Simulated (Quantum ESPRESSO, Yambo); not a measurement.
# BeTe (F-43m): G0W0 with Yambo, start to end, part 2 of 3

Wanted: ground state, empty states, screening and self-energy for BeTe (F-43m).

Quantum ESPRESSO 7.5 and Yambo 5.3.0; PBE and many-body steps on it, plane waves. Known limits of the many-body steps: not at the basis limit; no spin-orbit coupling; coarse k mesh.

So far. Step 2 (Ground state): The gap is indirect, with the least direct gap 1.62 eV higher. Step 3 (Bands along the symmetry lines): The gap is 2.027 eV, as in the run before at this level.

### 4. Empty states on the mesh, 4×4×4 mesh, 549 bands

Level of this step: DFT, PBE, plane waves, norm-conserving pseudopotentials (Quantum ESPRESSO).

The sums over transitions need many empty states on a uniform mesh; this step solves for them.

Input file pw.in:

```
&control
  calculation = 'nscf'
  prefix = 'x'
  outdir = 'o'
  pseudo_dir = 'pseudo'
/
&system
  ibrav = 0
  nat = 2
  ntyp = 2
  ecutwfc = 88.0
  nbnd = 549
  force_symmorphic = .true.
/
&electrons
  conv_thr = 1e-9
  electron_maxstep = 80
  diago_full_acc = .true.
  diago_thr_init = 5e-6
/
ATOMIC_SPECIES
  Be 9.012 Be.upf
  Te 127.6 Te.upf
CELL_PARAMETERS angstrom
  -0.0000000000 2.8314587876 2.8314587876
  2.8314587876 0.0000000000 2.8314587876
  2.8314587876 2.8314587876 0.0000000000
ATOMIC_POSITIONS crystal
  Be 0.0000000000 0.0000000000 0.0000000000
  Te 0.7500000000 0.7500000000 0.7500000000
K_POINTS automatic
  4 4 4 0 0 0
```

Launch:

```bash
OMP_NUM_THREADS=1 mpirun -n 4 pw.x -nk 4 -in pw.in > pw.out
```

What it wrote:

```text
[banner, memory and clock lines left out]
Program PWSCF v.7.5 starts

     Atomic positions and unit cell read from directory:
     o/x.save/

     Message from routine setup:
     using ibrav=0 with symmetry is DISCOURAGED, use correct ibrav instead

     G-vector sticks info

     bravais-lattice index     =            0
     lattice parameter (alat)  =       7.5670  a.u.
     unit-cell volume          =     306.3778 (a.u.)^3
     number of atoms/cell      =            2
     number of atomic types    =            2
     number of electrons       =        28.00
     number of Kohn-Sham states=          549
     kinetic-energy cutoff     =      88.0000  Ry
     charge density cutoff     =     352.0000  Ry
     Exchange-correlation= PBE
                           (   1   4   3   4   0   0   0)

     celldm(1)=   7.567007  celldm(2)=   0.000000  celldm(3)=   0.000000
     celldm(4)=   0.000000  celldm(5)=   0.000000  celldm(6)=   0.000000

     crystal axes: (cart. coord. in units of alat)
               a(1) = (  -0.000000   0.707107   0.707107 )
               a(2) = (   0.707107   0.000000   0.707107 )
               a(3) = (   0.707107   0.707107   0.000000 )

     reciprocal axes: (cart. coord. in units 2 pi/alat)
               b(1) = ( -0.707107  0.707107  0.707107 )
               b(2) = (  0.707107 -0.707107  0.707107 )
               b(3) = (  0.707107  0.707107 -0.707107 )
     Pseudo is Norm-conserving, Zval =  4.0
     Generated using ONCVPSP code by D. R. Hamann
     Using radial grid of 1358 points,  4 beta functions with:
     Pseudo is Norm-conserving + core correction, Zval = 24.0
     Generated using ONCVPSP code by D. R. Hamann
     Using radial grid of 1294 points,  8 beta functions with:
     Be                4.00     9.01200     Be( 1.00)
     Te               24.00   127.60000     Te( 1.00)

     24 Sym. Ops. (no inversion) found

   Cartesian axes

     site n.     atom                  positions (alat units)
         1        Be     tau(   1) = (   0.0000000   0.0000000   0.0000000  )
         2        Te     tau(   2) = (   1.0606602   1.0606602   1.0606602  )

     number of k points=     8
                       cart. coord. in units 2pi/alat
        k(    1) = (   0.0000000   0.0000000   0.0000000), wk =   0.0312500
        k(    2) = (   0.1767767   0.1767767  -0.1767767), wk =   0.2500000
        k(    3) = (  -0.3535534  -0.3535534   0.3535534), wk =   0.1250000
[...]
k(    7) = (  -0.7071068   0.0000000   0.0000000), wk =   0.0937500
        k(    8) = (  -0.7071068   0.3535534   0.0000000), wk =   0.1875000

     Dense  grid:    34327 G-vectors     FFT dimensions: (  45,  45,  45)

     The potential is recalculated from file :
     o/x.save/charge-density

     Starting wfcs are   15 randomized atomic wfcs +  534 random wfcs

     Band Structure Calculation

     End of band structure calculation

          k = 0.0000 0.0000 0.0000 (  4279 PWs)   bands (ev):

  -150.4588-100.4840-100.4840-100.4840 -91.9314 -27.7629 -27.7629 -27.7629
   -27.7508 -27.7508  -3.7514   8.4384   8.4384   8.4384  12.0832  12.0832
    12.0832  12.1482  16.7384  18.8475  18.8475  19.7142  19.7142  19.7142
    23.5682  31.5699  31.5699  31.5699  32.1122  32.1122  32.1122  35.7089
[...]
[... 57 further rows ...]
[...]
293.6306 293.6306 293.6306 296.6504 297.1089

          k = 0.1768 0.1768-0.1768 (  4272 PWs)   bands (ev):

  -150.4588-100.4840-100.4840-100.4840 -91.9314 -27.7615 -27.7611 -27.7611
[...]
[... 57 further rows ...]
[...]
293.7316 293.7316 293.8460 294.4884 294.5940

          k =-0.3536-0.3536 0.3536 (  4314 PWs)   bands (ev):

  -150.4589-100.4840-100.4840-100.4840 -91.9314 -27.7616 -27.7603 -27.7603
[...]
68.2968  68.2968  68.9724  68.9724  69.4415  70.2113  70.5064  71.4710
     [... 57 further rows ...]
   292.6801 292.7503 292.9781 292.9781 293.1321 293.1695 293.1695 293.2187
   294.1266 294.5585 294.8534 294.8534 295.2205

          k = 0.3536 0.0000 0.0000 (  4256 PWs)   bands (ev):

     [... further k-points ...]

     highest occupied, lowest unoccupied level (ev):     8.4384   10.4653

     XML data file, pseudopotentials, collected wavefunctions
```

Run time: 1.7 min. Hardware: 4 MPI ranks of Arm Neoverse V1, shared host; peak memory 1.1 GiB; 6.7 min of CPU time.

This step gave:

```
gap                                                           : 2.027 eV
k of the valence top                                          : 0, 0, 0
k of the conduction bottom                                    : 0, -0.5, -0.5
least direct gap                                              : 3.645 eV
k points computed                                             : 8
lowest point of the top converged band, above the valence top : 286.1555 eV
```

On this mesh the gap is 2.027 eV.

### 5. Conversion and set-up

This step: Yambo 5.3.0; conversion and set-up on PBE, plane waves, norm-conserving pseudopotentials.

The states are converted to the many-body program's format and the q mesh is built.

Launch:

```bash
(cd o/x.save; p2y > p2y.log; mv SAVE ../..); yambo > setup.log
```

What it wrote:

```text
 Yambo, version 5.3.0

 [02] CORE Variables Setup
 =========================

  [02.01] Unit cells
  ==================

  Cell kind             :  FCC
  Atoms in the cell     :  Be  Te
  number of Be atoms    :  1
  number of Te atoms    :  1

  List of atomic masses
  Mass of Be    :  9.012000
  Mass of Te    :  127.6000

  List of atomic coordinates    : [cc]
  Be1       :  0.000000  0.000000  0.000000  order 1
  Te1       :  8.026022  8.026022  8.026022  order 2

  Alat factors          :  5.350682  5.350682  5.350682 [a.u.]
  Direct lattice volume :  306.3778 [a.u.]
  Direct lattice vectors:  A[ 1 ]  A[ 2 ]  A[ 3 ]
   A[ 1 ]: -0.000000  1.000000  1.000000  [iru]
  -0.000000  5.350682  5.350682  [cc]
   A[ 2 ]:  1.000000  0.000000  1.000000  [iru]
   5.350682  0.000000  5.350682  [cc]
   A[ 3 ]:  1.000000  1.000000  0.000000  [iru]
   5.350682  5.350682  0.000000  [cc]

  Recip. lattice volume :  0.809622 [a.u.]
  Recip. lattice vectors:  B[ 1 ]  B[ 2 ]  B[ 3 ]
   B[ 1 ]: -0.500000  0.500000  0.500000  [iku]
  -0.587139  0.587139  0.587139  [cc]
   B[ 2 ]:  0.500000 -0.500000  0.500000  [iku]
   0.587139 -0.587139  0.587139  [cc]
   B[ 3 ]:  0.500000  0.500000 -0.500000  [iku]
   0.587139  0.587139 -0.587139  [cc]

  [02.02] Symmetries
  ==================

  Inversion symmetry    : yes
  Spatial inversion     : no
  Inversion index       :  25
  K-space Time-reversal : yes
  Magnetic symmetries   : no
  Time-reversal derived K-space symmetries:   25   48
  Group table correct   : yes
  Symmetries units      :  [cc]

   [S  1]:   1.0000      0.11739E-16  0.11739E-16  0.11739E-16   1.0000     -0.11739E-16 -0.11739E-16 -0.11739E-16   1.0000
   [S  2]:  -1.0000     -0.11739E-16  0.11739E-16 -0.11739E-16  -1.0000     -0.11739E-16  0.11739E-16  0.11739E-16   1.0000
   [S  3]:  -1.0000      0.11739E-16 -0.11739E-16 -0.11739E-16   1.0000      0.11739E-16  0.11739E-16 -0.11739E-16  -1.0000
[...]
[S  9]:  0.11739E-16   1.0000      0.11739E-16 -0.11739E-16  0.11739E-16   1.0000       1.0000     -0.11739E-16 -0.11739E-16
   [S 10]:  0.11739E-16  -1.0000     -0.11739E-16 -0.11739E-16 -0.11739E-16  -1.0000       1.0000      0.11739E-16  0.11739E-16
     [... 36 further rows ...]
   [S*47]:   1.0000      0.11739E-16 -0.11739E-16  0.11739E-16 -0.11739E-16  -1.0000     -0.11739E-16   1.0000      0.11739E-16
   [S*48]:   1.0000     -0.11739E-16  0.11739E-16  0.11739E-16  0.11739E-16   1.0000     -0.11739E-16  -1.0000     -0.11739E-16

  [02.03] Reciprocal space
  ========================

  nG shells         :   342
  nG charge         :   34327
  nG WFs            :   5183
  nC WFs            :   4314
  G-vecs. in first 34 shells:  [ Number ]
     1    9   15   27   51   59   65   89  113
    137   169   181   229   259   283   307   331   339
    387   411   459   531   537   561   609   645   701
    725   749   821   869   893   941   965
  ...
[...]
K/Q-points units:
  rlu = crystal or reduced units; cc = cartesian coordinates; iku = interal k-units

  K [1]          [rlu]:  0.000000  0.000000  0.000000
         WF components:   4279
  K [2]          [rlu]:  0.73781E-17  0.73781E-17  0.25000
         WF components:   4272
  K [3]          [rlu]: -0.14756E-16 -0.14756E-16 -0.50000
         WF components:   4314
  K [4]          [rlu]:  0.45585E-17  0.25000      0.25000
         WF components:   4256
  K [5]          [rlu]:  0.97405E-17  0.25000     -0.50000
         WF components:   4267
  [... 2 further k-points ...]
  K [8]          [rlu]:  0.250000 -0.500000 -0.250000
         WF components:   4284

  [02.05] Energies & Occupations
  ==============================

  [X] === General ===
  [X] Electronic Temperature                        :  0.000000  0.000000 [eV K]
  [X] Bosonic    Temperature                        :  0.000000  0.000000 [eV K]
  [X] Finite Temperature mode                       : no
  [X] El. density                                   :  0.61673E+24 [cm-3]
  [X] Fermi Level                                   :  8.438418 [eV]

  [X] === Gaps and Widths ===
  [X] Conduction Band Min                           :  2.026900 [eV]
  [X] Valence Band Max                              :  0.000000 [eV]
  [X] Filled Bands                                  :  14
  [X] Empty Bands                                   :    15   549
  [X] Direct Gap                                    :  3.644779 [eV]
  [X] Direct Gap localized at k                     :  1
  [X] Indirect Gap                                  :  2.026900 [eV]
  [X] Indirect Gap between kpts                     :   1   7
  [X] Last valence band width                       :  3.120670 [eV]
  [X] 1st conduction band width                     :  3.269928 [eV]

  E @ K [1]:  [eV]
  -158.8972 -108.9224 -108.9224 -108.9224 -100.3698  -36.2013  -36.2013  -36.2013
   -36.189      -36.189      -12.190     -0.20876E-11 -0.13534E-11   0.0000       3.6448       3.6448
    3.64478   3.70977   8.30000  10.40909  10.40909  11.27577  11.27577  11.27577
[...]
occ @ K [1]
[...]
E @ K [2]:  [eV]
[...]
occ @ K [2]
[...]
E @ K [3]:  [eV]
[...]
occ @ K [3]
[...]
E @ K [4]:  [eV]
[...]
occ @ K [4]
[...]
E @ K [5]:  [eV]
[...]
occ @ K [5]
[...]
[... 2 further k-points ...]
  E @ K [8]:  [eV]
[...]
occ @ K [8]
[...]
0.000000  0.000000  0.000000  0.000000  0.000000  0.000000  0.000000  0.000000
   0.000000  0.000000  0.000000  0.000000  0.000000  0.000000  0.000000  0.000000

 [03] Transferred momenta grid and indexing
 ==========================================

 IBZ Q-points                                      :   8
 BZ  Q-points                                      :   64

 K/Q-points units:
 rlu = crystal or reduced units; cc = cartesian coordinates; iku = interal k-units

 Q [1]          [rlu]:  0.000000  0.000000  0.000000
 Q [2]          [rlu]:  0.54651E-16  0.26895E-16  0.25000
 Q [3]          [rlu]: -0.10930E-15 -0.53790E-16 -0.50000
[...]
Q [7]          [rlu]: -0.91171E-17 -0.50000     -0.50000
 Q [8]          [rlu]:  0.250000 -0.500000 -0.250000

  [03.01] X indexes
  =================

   [03.01.01] Sigma indexes
   ========================

 [06] Game Over & Game summary
```

Wall time 3 s (1 MPI rank); peak memory 0.25 GiB.

(Continued in part 3 of 3.)

[Paths, hosts, dates, memory and timing lines, banners, echoed tables and standing remarks are left out of the program output.]

[Logs are printed without paths, hosts, clocks, repeated set-up lines and the standing remarks that a program may print on its own settings, such as how far it seeks lower states.]

[Runs of the session that timed out or met a known fault of the program may be left out.]

[Hosts, paths, dates, database ids (printed as entryN), source tags and the programs' standing remarks are cut or masked in the printed files.]
